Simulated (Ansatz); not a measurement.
**InP, one cell by several methods**

```xyz
2
Lattice="0.0000 2.7706 2.7706 2.7706 0.0000 2.7706 2.7706 2.7706 0.0000" Properties=species:S:1:pos:R:3 pbc="T T T"
In    0.0000    0.0000    0.0000
P     2.7706    2.7706    2.7706
```

Atom numbers follow the list: In1, P2.

The cell was built from the rocksalt type and relaxed in the same program, and has space group Fm-3m; it needn't be a known or the stable phase.

No spin–orbit coupling, which matters for the heavy atoms here.

Levels of theory: DFT, PBE, PAW with Ansatz's default frozen-core files, scalar-relativistic (Ansatz 0.2.0); DFT, PBE, all-electron LAPW, scalar-relativistic (Ansatz 0.2.0).

For PAW: a Γ-centred 14×14×14 k mesh, Fermi–Dirac smearing of 0.08 eV, cutoff 420 eV, no spin polarisation. LAPW targets a basis error of 0.5 meV/atom. The Ansatz runs share mesh, smearing and spin set-up. Plane-wave (PAW) pressures include the program's estimate of the Pulay term.

Stress and pressure are positive in compression.

Levels count from the Fermi level.

PAW results:

| quantity | PAW |
| --- | --- |
| pressure (GPa) | 0.00 |
| highest filled level at W (eV) | -3.854 |
| lowest empty level at W (eV) | 2.390 |
| highest filled level at U (eV) | -1.650 |
| lowest empty level at U (eV) | 0.168 |
| highest filled level at Γ (eV) | -0.270 |
| lowest empty level at Γ (eV) | 0.523 |

Question: What does full-potential LAPW give for the same quantities?

Answer: 
```tsv
quantity	LAPW
pressure (GPa)	0.01
highest filled level at W (eV)	-3.853
lowest empty level at W (eV)	2.390
highest filled level at U (eV)	-1.649
lowest empty level at U (eV)	0.169
highest filled level at Γ (eV)	-0.270
lowest empty level at Γ (eV)	0.522
```
